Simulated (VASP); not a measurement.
AlP:

```
Al P
1.0
     0.00000    2.73570    2.73570
     2.73570    0.00000    2.73570
     2.73570    2.73570    0.00000
Al P
1 1
Direct
  0.00000 0.00000 0.00000
  0.25000 0.25000 0.25000
```

Program: VASP 6.6.1. Alike in all runs: potentials or basis VASP PAW PBE potentials, release 64 (Al, P); no spin polarisation; cell as given; cutoff (eV) 520; smearing gaussian 0.03 eV. Hardware: 1 thread of Intel(R) Xeon(R) Platinum 8488C (Sapphire Rapids), on a shared host.

Order these runs on this cell by their wall time, lowest first.
A. task band structure; level TB-mBJ; k mesh 8 × 8 × 8
B. task optical spectrum; level PBE; k mesh 8 × 8 × 8
C. task dielectric tensor; level PBE; k mesh 14 × 14 × 14; monkhorst-Pack mesh yes

B (20 s), A (52 s), C (1200 s).

Caveats: spectra need much finer meshes, so this one isn't converged (some runs); independent-particle spectra lack excitons (some runs).
